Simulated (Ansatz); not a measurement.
## Heat of formation of C3H6O (propionaldehyde) from total energies

The species is C3H6O (10 atoms), meant as a singlet with charge 0. SMILES: `CCC=O`. The shape is that of a PBE0-D4/def2-TZVP optimisation. This is one conformer, not always the lowest.

```xyz
10

C    -0.7077    0.5513    0.7345
C     0.0100   -0.6113    0.0593
C     0.9046   -0.1382   -1.0463
O     0.8769   -0.5369   -2.1775
H    -1.2912    0.2033    1.5880
H     0.0026    1.2975    1.1001
H    -1.3893    1.0485    0.0411
H    -0.6880   -1.3467   -0.3449
H     0.6501   -1.1193    0.7923
H     1.6320    0.6517   -0.7466
```

Total energies at PBE/cc-pVDZ (Ansatz 0.2.0); the atoms run unrestricted:

```tsv
species	state	energy (Eh)
C3H6O	singlet	-192.903966
C	triplet	-37.788538
O	triplet	-74.981416
H	doublet	-0.498628
```

Harmonic wavenumbers at PBE0-D4/def2-TZVP, in cm⁻¹: 76, 213, 325, 512, 760, 879, 921, 1037, 1138, 1161, 1269, 1324, 1403, 1421, 1457, 1492, 1497, 1845, 2870, 3036, 3054, 3113, 3133, 3139.

Measured heats of formation of the gaseous atoms at 298.15 K, in kJ/mol: C 716.9, O 249.2, H 218.0. Spin-orbit lowering of the atoms at 298 K (mean of the ground term's levels less their thermal mean, from spectra), in kJ/mol: C 0.02, O 0.40. Take 1 Eh = 2625.50 kJ/mol, 1 cm⁻¹ = 0.0119627 kJ/mol, RT = 2.479 kJ/mol.

Question: What heat of formation follows?

Answer: 
1. Electronic atomisation energy: 3 × (-37.788538) + (-74.981416) + 6 × (-0.498628) − (-192.903966) = 1.565168 Eh = 4109.3 kJ/mol.
2. Zero-point energy: half the sum of the wavenumbers, 18537.5 cm⁻¹ = 221.8 kJ/mol.
3. Thermal vibrational enthalpy, Σ hcν̃/(exp(hcν̃/kT) − 1): 5.9 kJ/mol. Translation, rotation and pV of a non-linear molecule: 4 RT = 9.9 kJ/mol.
4. The 10 free atoms carry 5/2 RT each: 62.0 kJ/mol.
5. Spin-orbit coupling lowers the free atoms by 3 × 0.02 + 0.40 = 0.5 kJ/mol.
6. Atomisation enthalpy at 298 K: 4109.3 − 0.5 − 221.8 − 5.9 − 9.9 + 62.0 = 3933.2 kJ/mol.
7. Sum of the atoms' heats of formation: 3707.9 kJ/mol. Heat of formation: 3707.9 − 3933.2 = -225.3 kJ/mol.

The tabulated value is -185.6 kJ/mol (CRC Handbook of Chemistry and Physics), so this level is off by -39.7 kJ/mol, or 1.0 % of the atomisation enthalpy. Gradient-corrected functionals often overbind somewhat. Anharmonicity and any spin-orbit splitting of the molecule are left out.
